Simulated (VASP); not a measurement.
# Si in VASP: settings compared

One sheet, Si, is run at these levels: PBE, PBEsol; tasks: relaxation of the atoms.

Everything below comes from runs of VASP 6.6.1. Logs are shortened: lines on timing, memory, paths and dates and some standing lists are left out, and cuts for length are marked.

### Step 1. Starting point

The cell holds a sheet with vacuum, 1 atom: a = 2.399 Å, b = 2.418 Å, c = 23.800 Å, α = 90.00°, β = 90.00°, γ = 90.00°.

The cell was built by a generator and needn't be a form met in nature.

### Step 2. Relaxation of the atoms, PBE

INCAR reads:

```
  PREC = Accurate
  ENCUT = 520
  EDIFF = 1E-6
  ISMEAR = -1
  SIGMA = 0.05
  LREAL = F
  LASPH = T
  NELM = 80
  ALGO = Fast
  ISIF = 2
  LWAVE = F
  LCHARG = F
  LDIPOL = T
  IDIPOL = 3
  DIPOL = 0.5 0.5 0.294
  GGA = PE
  IBRION = 2
  NSW = 60
  EDIFFG = -0.02
```

KPOINTS reads:

```
regular mesh
0
Gamma
  11 11 1
```

POSCAR reads:

```
Si
1.0
    2.3993200000      0.0000000000      0.0000000000
    0.0000000000      2.4179400000      0.0000000000
    0.0000000000      0.0000000000     23.8000000000
Si
1
Selective dynamics
Direct
    0.5000000000      0.5000000000      0.2941200000  F F F
```

Potentials or basis: VASP PAW PBE potentials, release 64 (Si).

Run with:

```
$ cat potpaw_PBE.64/Si/POTCAR > POTCAR
$ mpirun -np 1 vasp_std > vasp.out
```

OUTCAR:

```text
PREC = Accurate
   ENCUT = 520
   EDIFF = 1E-6
   ISMEAR = -1
   LREAL = F
   LASPH = T
   NELM = 80
   ISIF = 2
   GGA = PE
   IBRION = 2
   NSW = 60
   EDIFFG = -0.02

 ion  position               nearest neighbor table
   1  0.500  0.500  0.294-

  LATTYP: Found a simple orthorhombic cell.
 ALAT       =     2.3993200000
 B/A-ratio  =     1.0077605322
 C/A-ratio  =     9.9194771852

  Lattice vectors:

 A1 = (   2.3993200000,   0.0000000000,   0.0000000000)
 A2 = (   0.0000000000,   2.4179400000,   0.0000000000)
 A3 = (   0.0000000000,   0.0000000000,  23.8000000000)

Analysis of symmetry for initial positions (statically):
=====================================================================
 Subroutine PRICEL returns:
 Original cell was already a primitive cell.

 Routine SETGRP: Setting up the symmetry group for a
 simple orthorhombic supercell.

 Subroutine GETGRP returns: Found  8 space group operations
 (whereof  4 operations were pure point group operations)
 out of a pool of  8 trial point group operations.

The static configuration has the point symmetry C_2v.
 The point group associated with its full space group is D_2h.

Analysis of symmetry for dynamics (positions and initial velocities):
=====================================================================
 Subroutine PRICEL returns:
 Original cell was already a primitive cell.

 Routine SETGRP: Setting up the symmetry group for a
 simple orthorhombic supercell.

 Subroutine GETGRP returns: Found  8 space group operations
 (whereof  4 operations were pure point group operations)
 out of a pool of  8 trial point group operations.

The dynamic configuration has the point symmetry C_2v.
 The point group associated with its full space group is D_2h.

Analysis of constrained symmetry for selective dynamics:
=====================================================================
 Subroutine PRICEL returns:
 Original cell was already a primitive cell.

 Routine SETGRP: Setting up the symmetry group for a
 simple orthorhombic supercell.

 Subroutine GETGRP returns: Found  8 space group operations
 (whereof  4 operations were pure point group operations)
 out of a pool of  8 trial point group operations.

The constrained configuration has the point symmetry C_2v.
 The point group associated with its full space group is D_2h.

 Subroutine INISYM returns: Found  8 space group operations
 (whereof  4 operations are pure point group operations),
 and found     1 'primitive' translations

----------------------------------------------------------------------------------------

                                     Primitive cell

  volume of cell :     138.0736

  direct lattice vectors                    reciprocal lattice vectors
     2.399320000  0.000000000  0.000000000     0.416784756  0.000000000  0.000000000
     0.000000000  2.417940000  0.000000000     0.000000000  0.413575192  0.000000000
     0.000000000  0.000000000 23.800000000     0.000000000  0.000000000  0.042016807

  length of vectors
     2.399320000  2.417940000 23.800000000     0.416784756  0.413575192  0.042016807

  position of ions in fractional coordinates (direct lattice)
     0.500000000  0.500000000  0.294120000

  ion indices of the primitive-cell ions
   primitive index   ion index
                 1           1

----------------------------------------------------------------------------------------

 KPOINTS: regular mesh

Automatic generation of k-mesh.
 Grid dimensions read from file:
 generate k-points for:   11   11    1

 Generating k-lattice:

  Cartesian coordinates                     Fractional coordinates (reciprocal lattice)
     0.037889523  0.000000000  0.000000000     0.090909091  0.000000000  0.000000000
     0.000000000  0.037597745  0.000000000     0.000000000  0.090909091  0.000000000
     0.000000000  0.000000000  0.042016807     0.000000000  0.000000000  1.000000000

  Length of vectors
     0.037889523  0.037597745  0.042016807

  Shift w.r.t. Gamma in fractional coordinates (k-lattice)
     0.000000000  0.000000000  0.000000000

 Subroutine IBZKPT returns following result:
 ===========================================

 Found     36 irreducible k-points:

 Following reciprocal coordinates:
            Coordinates               Weight
  0.000000  0.000000  0.000000      1.000000
  0.090909  0.000000  0.000000      2.000000
  0.181818  0.000000  0.000000      2.000000
  0.272727  0.000000  0.000000      2.000000
  0.363636  0.000000  0.000000      2.000000
  0.454545  0.000000  0.000000      2.000000
[... 16 lines left out ...]
  0.363636  0.272727  0.000000      4.000000
  0.454545  0.272727  0.000000      4.000000
 [... further k-points ...]
   k-points           NKPTS =     36   k-points in BZ     NKDIM =     36   number of bands    NBANDS=      6
   number of dos      NEDOS =    301   number of ions     NIONS =      1
   total plane-waves  NPLWV =  58320
   dimension x,y,z NGX =    18 NGY =   18 NGZ =  180
   dimension x,y,z NGXF=    36 NGYF=   36 NGZF=  360
   ions per type =               1
   NGX,Y,Z   is equivalent  to a cutoff of  12.47, 12.38, 12.57 a.u.
   NGXF,Y,Z  is equivalent  to a cutoff of  24.94, 24.75, 25.15 a.u.
 SYSTEM =  unknown system
   PREC   = accura    normal or accurate (medium, high low for compatibility)
   ISTART =      0    job   : 0-new  1-cont  2-samecut
   ICHARG =      2    charge: 1-file 2-atom 10-const
   ISPIN  =      1    spin polarized calculation?
   LNONCOLLINEAR =      F non collinear calculations
   LSORBIT =      F    spin-orbit coupling
   LASPH  =      T    aspherical Exc in radial PAW
   ENCUT  =  520.0 eV  38.22 Ry    6.18 a.u.   4.46  4.50 44.25*2*pi/ulx,y,z
   NELM   =     80;   NELMIN=  2; NELMDL= -5     # of ELM steps
   EDIFF  = 0.1E-05   stopping-criterion for ELM
   LREAL  =      F    real-space projection
   EDIFFG = -.2E-01   stopping-criterion for IOM
   NSW    =     60    number of steps for IOM
   IBRION =      2    ionic relax: 0-MD 1-quasi-New 2-CG
   NFREE  =      1    steps in history (QN), initial steepest desc. (CG)
   ISIF   =      2    stress and relaxation
   ISYM   =      2    0-nonsym 1-usesym 2-fastsym
   POTIM  = 0.5000    time-step for ionic-motion
   TEBEG  =    0.0;   TEEND  =   0.0 temperature during run
   PSTRESS=    0.0 pullay stress
   NELECT =       4.0000    total number of electrons
   NUPDOWN=      -1.0000    fix difference up-down
   EMIN   =  10.00;   EMAX   =-10.00  energy-range for DOS
   EFERMI =   0.00;   METHOD = LEGACY
   ISMEAR =    -1;   SIGMA  =   0.05  broadening in eV -4-tet -1-fermi 0-gaus
   EFERMI_NEDOS =   21; number of points for ismear=-14 and -15
   IALGO  =     68    algorithm
   IMIX   =      4    mixing-type and parameters
     AMIX     =   0.40;   BMIX     =  1.00
     AMIX_MAG =   1.60;   BMIX_MAG =  1.00
  volume/ion in A,a.u.               =     138.07       931.77
  Fermi-wavevector in a.u.,A,eV,Ry     =   0.502795  0.950145  3.439596  0.252803
  Thomas-Fermi vector in A             =   1.511992
   LORBIT       =      0    0 simple, 1 ext, 2 COOP (PROOUT), +10 PAW based schemes
   GGA     = PE    functional components
   LHFCALC =     F    Hartree Fock is set to
   AEXX    =    0.0000 exact exchange contribution
   IVDW    =     0    specifies the selected vdW correction
   LEPSILON=     F    determine dielectric tensor
   LRPA    =     F    only Hartree local field effects (RPA)
 conjugate gradient relaxation of ions
 non-spin polarized calculation
 RMM-DIIS sequential band-by-band and
  energy-cutoff  :      520.00
  volume of cell :      138.07
 maximum number of plane-waves:      3772
 NGX is ok and might be reduce to    18
   NGX =  9   NGY =  9   NGZ = 89

 dipolmoment           0.000000      0.000000     -0.000001 electrons x Angstroem

 number of electron       4.0000001 magnetization

 dipolmoment           0.000000      0.000000      0.000001 electrons x Angstroem

 Free energy of the ion-electron system (eV)
  ---------------------------------------------------
  ext. energy  EPLUGINS =         0.00000000
  ---------------------------------------------------
  free energy    TOTEN  =        -4.53726679 eV

  energy without entropy =       -4.53138133  energy(sigma->0) =       -4.53432406

 E-fermi :  -3.1528     XC(G=0):  -1.8948

 val. band max:       -3.2131610524   @ k =   0.3636   0.3636   0.0000
 cond. band min:      -3.0975125196   @ k =   0.0909   0.3636   0.0000
 fundamental gap:      0.1156485329
 Fermi energy:        -3.1528338314

 k-point     1 :       0.0000    0.0000    0.0000
  band No.  band energies     occupation
      1     -14.6363      2.00000
      2      -6.3115      2.00000
      3      -0.0766      0.00000
      4       1.2768      0.00000
      5       1.5787      0.00000
      6       2.3574      0.00000

 k-point     2 :       0.0909    0.0000    0.0000
  band No.  band energies     occupation
      1     -14.4301      2.00000
      2      -6.1138      2.00000
      3       0.1284      0.00000
      4       1.4908      0.00000
      5       1.7938      0.00000
      6       3.5327      0.00000

 k-point     3 :       0.1818    0.0000    0.0000
  band No.  band energies     occupation
      1     -13.8134      2.00000
      2      -5.5231      2.00000
      3       0.5336      0.00000
      4       1.2019      0.00000
      5       2.1322      0.00000
      6       2.4464      0.00000

 k-point     4 :       0.2727    0.0000    0.0000
  band No.  band energies     occupation
      1     -12.7928      2.00000
      2      -4.5497      2.00000
      3      -2.1091      0.00000
      4       1.8866      0.00000
      5       3.1952      0.00000
      6       3.5225      0.00000
[... 154 lines left out ...]
 k-point    22 :       0.2727    0.2727    0.0000
  band No.  band energies     occupation
      1     -11.0048      2.00000
      2      -2.8345      0.00343
      3      -1.7454      0.00000
      4       1.2238      0.00000
      5       3.9702      0.00000
      6       5.0786      0.00000

 k-point    23 :       0.3636    0.2727    0.0000
  band No.  band energies     occupation
      1      -9.6149      2.00000
      2      -3.4867      1.99749
      3      -1.5319      0.00000
      4       1.4997      0.00000
      5       5.2956      0.00000
      6       5.6260      0.00000

 k-point    24 :       0.4545    0.2727    0.0000
  band No.  band energies     occupation
      1      -7.8753      2.00000
      2      -5.7396      2.00000
      3      -0.1270      0.00000
      4       2.7387      0.00000
      5       3.5041      0.00000
      6       5.3220      0.00000

 [... further k-points ...]

------------------------ aborting loop because EDIFF is reached ----------------------------------------

 vacuum level on the upper side and lower side of the slab       (xc-potential included)        -0.013        -0.013

  FORCE on cell =-STRESS in cart. coord.  units (eV):
  Direction    XX          YY          ZZ          XY          YZ          ZX
  --------------------------------------------------------------------------------------
  -------------------------------------------------------------------------------------
  Total        0.2372842     -0.1231822     -0.0019484      0.0000000      0.0000000      0.0000000
  in kB        2.7533960     -1.4293802     -0.0226093      0.0000000      0.0000000      0.0000000
  external PRESSURE =       0.4338021 kB  Pullay stress =       0.0000000 kB

 VOLUME and BASIS-vectors are now :
 -----------------------------------------------------------------------------
  energy-cutoff  :      520.00
  volume of cell :      138.07
      direct lattice vectors                 reciprocal lattice vectors
     2.399320000  0.000000000  0.000000000     0.416784756  0.000000000  0.000000000
     0.000000000  2.417940000  0.000000000     0.000000000  0.413575192  0.000000000
     0.000000000  0.000000000 23.800000000     0.000000000  0.000000000  0.042016807

 POSITION                                       TOTAL-FORCE (eV/Angst)
 -----------------------------------------------------------------------------------
      1.19966      1.20897      7.00006         0.000000      0.000000     -0.000000
 -----------------------------------------------------------------------------------
    total drift:                               -0.000000     -0.000000      0.000006

  FREE ENERGIE OF THE ION-ELECTRON SYSTEM (eV)
  ---------------------------------------------------
  free  energy   TOTEN  =        -4.5372667894 eV

  energy  without entropy=       -4.5313813258  energy(sigma->0) =       -4.53432406

 reached required accuracy - stopping structural energy minimisation

 vacuum level on the upper side and lower side of the slab         1.508         1.508
```

Wall time 30 s (1 thread of Intel Xeon Platinum 8488C (Sapphire Rapids), shared host); peak memory 0.22 GiB.

What came out:

```
Free energy            : -4.5373 eV
Band gap on the k mesh : none (metal or under the smearing width)
```

Final structure:
```cif
data_structure
_symmetry_space_group_name_H-M 'P 1'
_symmetry_Int_Tables_number 1
_cell_length_a 2.3993
_cell_length_b 2.4179
_cell_length_c 23.8000
_cell_angle_alpha 90.000
_cell_angle_beta 90.000
_cell_angle_gamma 90.000
_cell_volume 138.07
loop_
_atom_site_label
_atom_site_type_symbol
_atom_site_fract_x
_atom_site_fract_y
_atom_site_fract_z
_atom_site_occupancy
Si1 Si 0.50000 0.50000 0.29412 1
```

Levels at points of the mesh, in eV from the Fermi level:
```
           k point  band 1  band 2  band 3  band 4  band 5  band 6
(0.00, 0.00, 0.00)  -11.48   -3.16    3.08    4.43    4.73    5.51
```

Caveat: the relaxation stopped at its first step, so nothing moved.

### Step 3. Relaxation of the atoms, PBEsol

Edit INCAR of step 2 so:

```diff
@@ -15,3 +15,3 @@
   DIPOL = 0.5 0.5 0.294
-  GGA = PE
+  GGA = PS
   IBRION = 2
```

KPOINTS is that of step 2.

POSCAR is that of step 2.

Potentials or basis: VASP PAW PBE potentials, release 64 (Si).

Run with:

```
$ cat potpaw_PBE.64/Si/POTCAR > POTCAR
$ mpirun -np 1 vasp_std > vasp.out
```

Wall time 26 s (1 thread of Intel Xeon Platinum 8488C (Sapphire Rapids), shared host); peak memory 0.22 GiB.

Results (log left out):

```yaml
Free_energy: -4.8318 eV
Band_gap_on_the_k_mesh: none (metal or under the smearing width)
```

Final structure:
```yaml
crystal:
  lattice:
    - [2.39932, 0.00000, 0.00000]
    - [0.00000, 2.41794, 0.00000]
    - [0.00000, 0.00000, 23.80000]
  atoms:
    - { symbol: Si, position: [0.50000, 0.50000, 0.29412] }
```

Levels at points of the mesh, in eV from the Fermi level:
```tsv
k point	band 1	band 2	band 3	band 4	band 5
(0.00, 0.00, 0.00)	-11.47	-3.17	3.13	4.56	4.79
```

Caveat: the relaxation stopped at its first step, so nothing moved; the PAW data sets were made with another functional, which shifts forces and pressure a little.
